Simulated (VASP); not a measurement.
**Sn: relaxation of the atoms with PBEsol**

Slab: Sn, a slab with vacuum.

```
Sn
1.0
     4.62247    0.00000    0.00000
    -2.31124    4.00318    0.00000
     0.00000    0.00000   27.26626
Sn
8
Direct
  0.00000 0.00000 0.27507
  0.66667 0.33333 0.30967
  0.66667 0.33333 0.41349
  0.33333 0.66667 0.44809
  0.33333 0.66667 0.55191
  0.00000 0.00000 0.58651
  0.00000 0.00000 0.69033
  0.66667 0.33333 0.72493
```

The slab is cut from a database's or a generator's crystal, which needn't be the stable form of the element.

```yaml
Program: VASP 6.6.1
Task: relaxation of the atoms
Functional: PBEsol
Potentials_or_basis: VASP PAW PBE potentials, release 64 (Sn_d)
Cutoff: 520 eV
k_mesh: 6 × 6 × 1
Occupations: gaussian, width 0.03 eV
Spin: no spin polarisation
Dipole_correction: yes
Further_INCAR_settings: ALGO = Normal; EDIFF = 1e-06; IBRION = 2; EDIFFG = -0.02; NSW = 80
```

```
Energy gained by relaxing    : 0.8 meV/atom
Ionic steps                  : 6
Largest force after relaxing : 0.019 eV/Å
Band gap on the k mesh       : none (metal or under the smearing width)
```

Forces in eV/Å, atoms in the order of the input:
```
Sn   0.000  0.000 -0.019
Sn   0.000  0.000 -0.015
Sn   0.000  0.000 -0.019
Sn   0.000  0.000 -0.011
Sn   0.000  0.000  0.011
Sn   0.000  0.000  0.019
Sn   0.000  0.000  0.015
Sn   0.000  0.000  0.019
```

The path:
```tsv
step	energy change (eV)	largest force (eV/Å)	pressure (GPa)
1	0.0000	0.2152	0.10
2	-0.0050	0.1125	0.10
3	-0.0063	0.0380	0.11
4	-0.0064	0.0311	0.11
5	-0.0066	0.0231	0.11
6	-0.0068	0.0192	0.10
```

Final structure:
```cif
data_structure
_symmetry_space_group_name_H-M 'P 1'
_symmetry_Int_Tables_number 1
_cell_length_a 4.6225
_cell_length_b 4.6225
_cell_length_c 27.2663
_cell_angle_alpha 90.000
_cell_angle_beta 90.000
_cell_angle_gamma 120.000
_cell_volume 504.55
loop_
_atom_site_label
_atom_site_type_symbol
_atom_site_fract_x
_atom_site_fract_y
_atom_site_fract_z
_atom_site_occupancy
Sn1 Sn 0.00000 0.00000 0.27518 1
Sn2 Sn 0.66667 0.33333 0.30884 1
Sn3 Sn 0.66667 0.33333 0.41386 1
Sn4 Sn 0.33333 0.66667 0.44801 1
Sn5 Sn 0.33333 0.66667 0.55199 1
Sn6 Sn 0.00000 0.00000 0.58614 1
Sn7 Sn 0.00000 0.00000 0.69116 1
Sn8 Sn 0.66667 0.33333 0.72482 1
```

Levels at points of the mesh, in eV from the Fermi level:
| k point | band 52 | band 53 | band 54 | band 55 | band 56 | band 57 | band 58 | band 59 | band 60 | band 61 |
| --- | --- | --- | --- | --- | --- | --- | --- | --- | --- | --- |
| (0.00, 0.00, 0.00) | -0.49 | -0.10 | -0.10 | 0.09 | 0.15 | 0.15 | 0.35 | 0.60 | 0.96 | 0.97 |
| (0.50, 0.00, 0.00) | -1.82 | -1.74 | -1.32 | -1.04 | -0.65 | 0.06 | 1.03 | 1.12 | 1.37 | 1.62 |

Run time: 6.2 min on 2 MPI ranks on AMD EPYC 9R45 (Zen 5), on a shared host, peak memory 0.68 GiB a rank.

Caveat: the PAW data sets were made with another functional, which shifts forces and pressure a little.
